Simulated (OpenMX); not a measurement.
Runs of OpenMX 3.8.5 on TiAl. The structure is hexagonal, space group P-6m2 (No. 187). The conventional cell has a = 2.867 Å, b = 2.867 Å, c = 4.678 Å, α = 90.00°, β = 90.00°, γ = 120.00°. Ti (site symmetry -6m2) is surrounded by 6 Al at 2.87 Å and 6 Ti at 2.87 Å. Al (site symmetry -6m2) has 6 Ti at 2.87 Å and 6 Al at 2.87 Å as nearest neighbours. The cell comes from a database or a generator and needn't be the stable form of this composition.

```csv
level,gap on the mesh (eV),pressure (GPa),largest force (eV/Å)
PBE+D3(BJ),none,-4.9,0.01
PBE,none,-0.2,0.01
PBE+D4,none,(a),0.01
PBE+D3,none,-4.2,0.01
```

Alike in all rows: task single point; potentials or basis OpenMX 2013 PBE set, Ti7.0-s3p2d2, Al7.0-s2p2d1, grid cutoff 400 Ry; no spin polarisation; cell as given; k mesh 9 × 9 × 5; smearing fermi-dirac 0.05 eV.

Problem. Fill in the values left out.

Solution. (a) -2.8.

Caveats: the basis of atomic orbitals isn't converged, which shifts pressures, moduli and gaps; pairwise dispersion overbinds metals, which lowers pressure and volume (some runs).

A gap of «none» marks a metal or a gap under the smearing width.
